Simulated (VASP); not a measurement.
Set up this calculation in VASP 6.6.1, as the native input.

```yaml
Task: band structure
Functional: LDA
Potentials_or_basis: VASP PAW LDA potentials, release 64 (Ti_sv, Te)
Cutoff: 520 eV
k_mesh: 8 × 8 × 8
Occupations: fermi-dirac, width 0.05 eV
Spin: no spin polarisation
Further_INCAR_settings: ALGO = Normal; EDIFF = 1e-06
```

The structure of TiTe lies in POSCAR:

```
TiTe
1.0
    0.0000000000      3.0500668100      3.0500668100
    3.0500668100      0.0000000000      3.0500668100
    3.0500668100      3.0500668100      0.0000000000
Ti Te
1 1
Direct
    0.5000000000      0.5000000000      0.5000000000
    0.0000000000      0.0000000000      0.0000000000
```

The cell comes from a database or a generator and needn't be the stable form of this composition.

One way to write it, as run:

INCAR

```
ALGO = Normal ; EDIFF = 1E-6
ENCUT = 520 ; GGA = CA
ISIF = 2 ; ISMEAR = -1
LASPH = True ; LCHARG = False
LMAXMIX = 4 ; LREAL = False
LWAVE = False ; NELM = 100
PREC = Accurate ; SIGMA = 0.05
```

KPOINTS

```
k-points
0
Gamma
  8 8 8
```

KPOINTS_OPT

```
path GXWKGLUWLK,UX
15
line-mode
reciprocal
 0.0000000000  0.0000000000  0.0000000000  G
 0.5000000000  0.0000000000  0.5000000000  X

 0.5000000000  0.0000000000  0.5000000000  X
 0.5000000000  0.2500000000  0.7500000000  W

 0.5000000000  0.2500000000  0.7500000000  W
 0.3750000000  0.3750000000  0.7500000000  K

 0.3750000000  0.3750000000  0.7500000000  K
 0.0000000000  0.0000000000  0.0000000000  G

 0.0000000000  0.0000000000  0.0000000000  G
 0.5000000000  0.5000000000  0.5000000000  L

 0.5000000000  0.5000000000  0.5000000000  L
 0.6250000000  0.2500000000  0.6250000000  U

 0.6250000000  0.2500000000  0.6250000000  U
 0.5000000000  0.2500000000  0.7500000000  W

 0.5000000000  0.2500000000  0.7500000000  W
 0.5000000000  0.5000000000  0.5000000000  L

 0.5000000000  0.5000000000  0.5000000000  L
 0.3750000000  0.3750000000  0.7500000000  K

 0.6250000000  0.2500000000  0.6250000000  U
 0.5000000000  0.0000000000  0.5000000000  X
```

Potentials or basis: VASP PAW LDA potentials, release 64 (Ti_sv, Te).

Run with:

```bash
$ cat potpaw_LDA.64/Ti_sv/POTCAR potpaw_LDA.64/Te/POTCAR > POTCAR
$ mpirun -np 1 vasp_std > vasp.out
```

It gave:

```
Pressure : -14.5 GPa
```

Run time: 22 s on 1 thread of Intel(R) Xeon(R) 6975P-C (Granite Rapids), on a shared host, peak memory 0.18 GiB.
